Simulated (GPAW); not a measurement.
A run of GPAW 26.7.0:

File run.py:

```python
from ase import Atoms
from ase.dft.bandgap import bandgap
from ase.io import write
from ase.units import GPa
from gpaw import GPAW, PW

atoms = Atoms(['In'],
              cell=[[-1.62547, 1.62547, 2.4737],
                    [1.62547, -1.62547, 2.4737],
                    [1.62547, 1.62547, -2.4737]],
              scaled_positions=[[0.0, 0.0, 0.0]],
              pbc=True)

calc = GPAW(mode=PW(600),
            xc='LDA',
            kpts={'size': (11, 11, 11), 'gamma': True},
            occupations={'name': 'fermi-dirac', 'width': 0.05},
            nbands=14,
            convergence={'density': 1e-05, 'energy': 1e-05},
            maxiter=150,
            txt='gpaw.txt')
atoms.calc = calc
energy = atoms.get_potential_energy()
forces = atoms.get_forces()
stress = atoms.get_stress()
calc.write('gs.gpw')
write('result.traj', atoms)
print(f'Energy: {energy:.6f} eV')
print('Forces (eV/A):')
print(forces.round(4))
print('Stress (GPa):', (stress / GPa).round(3))
print('Fermi level:', round(calc.get_fermi_level(), 4), 'eV')
print(f'Gap: {bandgap(calc)[0]:.4f} eV, direct: {bandgap(calc, direct=True)[0]:.4f} eV')
```

Potentials or basis: the program's PAW data sets (release 1.2.1) made for this functional, pw.

Command:

```console
$ OMP_NUM_THREADS=1 python run.py
```

Hardware: 1 thread of Intel(R) Xeon(R) Processor @ 2.50GHz (Skylake/Cascade Lake) (shared host).

Estimate the wall time of this run.

Wall time 32 s on 1 thread of Intel(R) Xeon(R) Processor @ 2.50GHz (Skylake/Cascade Lake) (shared host), peak memory 0.17 GiB. Counts: scf iterations 8, plane waves 901, bands 14, k points 126.
